A process engineer who works out the stress between a silica part and a silicide contact has to decide whether a calculated bulk modulus may be used as it stands. Here B0, the resistance to uniform compression at the equilibrium volume V0, puts an open silica framework at 166 GPa, above the metal TiSi2 at 154 GPa. For the silicides the values are usable to a first approximation. For SiO2 the number answers a different question from the one the engineer is asking.

Crystals containing Si, computed with Ansatz 0.2.0 (all-electron LAPW, PBEsol, scalar-relativistic), Fermi-Dirac smearing of 0.03 to 0.08 eV and a target basis error of 0.5 to 1 meV/atom. V0, B0 and dB/dP come from a Birch-Murnaghan fit to pressures at four or five volumes within 6 % of the given cell, with cell shape and relative atomic positions held fixed.

```
crystal  space group  measured volume (COD) (Å³/atom)  V0, LAPW (Å³/atom)  error of V0, LAPW (%)  B0, LAPW (GPa)  dB/dP, LAPW
    SiC          186                            10.34               10.35                    0.1             221          3.9
  CoSi2          225                            12.87               12.49                   -2.9             194          4.6
  Si2Mo          139                            13.42               13.25                   -1.2             222          4.4
  TiSi2           70                            13.96               13.80                   -1.1             154          4.3
   SiO2          122                            14.07               14.15                    0.6             166          4.1
```

The SiO2 crystal is a framework of tetrahedra joined at their corners, with each oxygen forming a bent bridge between two silicon atoms. Real frameworks of this kind shrink mainly by closing these bridges, while the Si–O bonds keep their length. In the calculation the atoms keep their relative positions in the cell, so the bridge angles are frozen. Every change of volume must then stretch or squeeze every bond.

This picture gives a simple model. Let B be the bulk modulus, V the volume per atom, N the number of bonds per atom, d the bond length and k the stiffness of one bond. When the volume changes by a small fraction x, each length changes by x/3. Equating the elastic energy of the crystal with that of its bonds gives

½ B V x² = N · ½ k (d x/3)²

k = 9 B V / (N d²)

For SiO2, 166 GPa is 1.04 eV/Å³, V is 14.15 Å³ and N is 4/3. With a rough recalled bond length of 1.6 Å,

k = 9 × 1.04 × 14.15 / (1.33 × 1.6²) ≈ 39 eV/Å²

The forces on the oxygen atoms offer a test. Each oxygen sits a distance b ≈ 0.52 Å to the side of the line between its two silicon neighbours, so two stretched bonds pull it towards that line. The model predicts that this force changes by 2kb/3, about 13 eV/Å per unit relative change of volume, and the calculated forces give 12.8. The agreement is less sharp than it looks, because b depends strongly on the assumed bond length: 1.55 Å would give 9 and 1.65 Å would give 16. What the test supports is the size of the effect.

If the oxygen were free, it would follow that force until the bonds had regained their length. With bond stretching alone, the whole modulus would vanish, and what remains in a real crystal is the much weaker resistance to bending. Measured moduli of cristobalite, a silica of this type, are roughly 10 to 20 GPa, again a recalled figure. The table contains no relaxed modulus, so the fall itself is argued here, not calculated.

SiC shows which warning sign to look for. Its atoms feel forces of about 0.7 to 0.8 eV/Å near V0, larger than those in SiO2, yet these forces change only about an eighth as fast with volume. As long as the shifts are small, a constant force moves the atoms but hardly softens the crystal; a force that changes with volume does soften it. With one rough restoring stiffness assumed for all crystals, freeing the atoms would cost SiO2 something like a hundred GPa and the others a few GPa at most. In CoSi2 symmetry fixes both the positions and the cell shape, so its modulus is already the relaxed one.

The same model explains why frozen SiO2 still falls below SiC, at three quarters of its modulus. Its Si–O bonds come out about twice as stiff as the Si–C bonds, but there are only half as many in a given volume, and they are shorter. This division follows from the definition of k and is not a further test. It does show that stiff bonds alone do not make a stiff crystal: their length and their number in a given volume count as well.

The silicides need another explanation, since CoSi2 has the smallest volume per atom of the three but MoSi2, printed as Si2Mo, is the stiffest. Magnetism plays no part: the CoSi2 run was started with a spin moment but ended non-magnetic. MoSi2 has about 0.3 electronic states per eV and formula unit at the Fermi level, against 0.9 in CoSi2 and 1.0 in TiSi2. A low value like this may mark a dip between bonding and antibonding states. On that reading, MoSi2 has its bonding states nearly full, TiSi2 has two electrons fewer to fill them, and CoSi2 has three more that must go into less favourable states. The band energies of MoSi2 support the dip: from the last band that its electrons would fill to the next, the mean energy rises by 2.8 eV, against 0.9 eV for the step below and 0.8 eV for the step above. That the states on the two sides are bonding and antibonding, and that their filling causes the stiffness, remains an argument, weakened by the different crystal structures and by molybdenum's larger 4d orbitals.

An error in volume could also disturb this order, because a crystal calculated too small comes out too stiff. V0 of CoSi2 lies 2.9 % below the measured volume, and at the measured volume its modulus would drop from 194 to about 169 GPa. The order of the three silicides survives this correction, as the output below shows.

In a series with relaxed positions, the silicides and SiC should therefore stay close to their present values while SiO2 drops to the bottom. The same caution applies to quartz, which also has bent bridges. It does not apply to silicon in the diamond structure, where symmetry leaves the atoms nowhere to go.

The analysis program printed:

```
Frozen positions:
    row  force change per relative volume (eV/A)  rough loss of B0 on relaxing (GPa)
    SiC                                    1.608                               4.004
  CoSi2                                        0                                   0
  Si2Mo                                     1.51                               1.839
  TiSi2                                   0.2615                             0.05294
   SiO2                                    12.83                               124.2
Rivals and filling:
    row  valence electrons per A^3  states at Fermi level per eV and formula  B at measured volume (GPa)
    SiC                     0.3865                                         0                       221.8
  CoSi2                     0.4537                                    0.9064                         169
  Si2Mo                     0.3522                                    0.2832                       209.9
  TiSi2                     0.2899                                     1.003                       146.6
   SiO2                     0.3769                                         0                       169.9
rank correlation of B0 with volume per atom: -0.6
rank correlation of B0 with valence electron density: 0.3
half the Si-Si distance in SiO2 (A): 1.514
apparent Si-O bond stiffness (eV/A^2): 38.66
apparent Si-C bond stiffness (eV/A^2): 18.04
predicted force change in SiO2 with Si-O 1.60 A (eV/A): 13.3
the same with Si-O 1.55 A (eV/A): 9.067
the same with Si-O 1.65 A (eV/A): 15.87
sideways stiffness of oxygen in the bond model (eV/A^2): 8.049
B0 of SiO2 over B0 of SiC: 0.7511
bonds per volume in SiO2 over SiC: 0.4876
bond stiffness in SiO2 over SiC: 2.143
bond length squared in SiO2 over SiC: 0.7187
```
